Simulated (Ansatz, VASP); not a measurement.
Two plane-wave programs on AlN

INCAR

```
SYSTEM = AlN
ALGO     = Normal         ! electronic algorithm
EDIFF    = 1E-7           ! SCF threshold, eV
EDIFFG   = -0.01          ! ionic threshold
ENCUT    = 600            ! plane-wave cutoff, eV
GGA      = PS             ! functional
IBRION   = 2              ! ionic algorithm
ISIF     = 4              ! what is computed and relaxed
ISMEAR   = 0              ! smearing method
LASPH    = .TRUE.         ! aspherical terms in the spheres
LCHARG   = .FALSE.        ! write CHGCAR
LREAL    = .FALSE.        ! projectors in reciprocal space
LWAVE    = .FALSE.        ! write WAVECAR
NELM     = 100            ! most SCF steps
NSW      = 60             ! ionic steps
PREC     = Accurate       ! precision mode
SIGMA    = 0.05           ! smearing width, eV
```

KPOINTS

```
k-points
0
G
  10 10 6
  0 0 0
```

File POSCAR:

```
AlN
1.0
    3.1547669129      0.0000000000      0.0000000000
   -1.5773834565      2.7321082896      0.0000000000
    0.0000000000      0.0000000000      5.0490077465
Al N
2 2
Direct
    0.3333333333      0.6666666667     -0.0009953168
    0.6666666667      0.3333333333      0.4990046832
    0.3333333333      0.6666666667      0.3809953168
    0.6666666667      0.3333333333      0.8809953168
```

Input for Ansatz:

```yaml
crystal:
  lattice:
    - [3.1547669129, 0.0, 0.0]
    - [-1.5773834565, 2.7321082896, 0.0]
    - [0.0, 0.0, 5.0490077465]
  atoms:
    - { symbol: Al, position: [0.3333333333, 0.6666666667, -0.0009953168] }
    - { symbol: Al, position: [0.6666666667, 0.3333333333, 0.4990046832] }
    - { symbol: "N", position: [0.3333333333, 0.6666666667, 0.3809953168] }
    - { symbol: "N", position: [0.6666666667, 0.3333333333, 0.8809953168] }
basis:
  ecutwfc: 420
  ecutrho_ratio: 4
kpoints:
  mp_grid: { grid: [10, 10, 6] }
hamiltonian:
  xc: pbesol
scf:
  occupations: { method: gaussian, width: 0.05 }
output:
  forces: true
  stress: true
  eigenvalues: true
relax:
  f_tol: 0.01
  max_steps: 40
  cell: { stress_tol: 0.1, fix: [volume] }
```

Alike in both runs: task relaxation of shape and atoms at fixed volume; functional PBEsol; k mesh 10 × 10 × 6; occupations gaussian, width 0.05 eV; no spin polarisation.

|  | VASP | Ansatz |
| --- | --- | --- |
| version | VASP 6.6.1 | Ansatz 0.2.0 |
| potentials or method | VASP PAW PBE potentials, release 64 (Al, N) | scalar-relativistic, plane waves, PAW |
| plane-wave cutoff (eV) | 600 | 420 |
| valence electrons in the cell | 16 | 16 |

VASP gave:

* gap on the k mesh at the Fermi level, each at its own relaxed structure (eV): 3.79
* relaxed volume (Å³/atom): 10.88
* relaxed cell length with the largest relative difference (Å): 5.058

**Question.** Which values does Ansatz return?

**Answer.** gap on the k mesh at the Fermi level, each at its own relaxed structure (eV): 3.77; relaxed volume (Å³/atom): 10.88; relaxed cell length with the largest relative difference (Å): 5.056.

Caveats: the PAW data sets were made with another functional, which shifts forces and pressure a little (VASP). A hybrid or GW would open this gap; PBEsol tends to underestimate it.
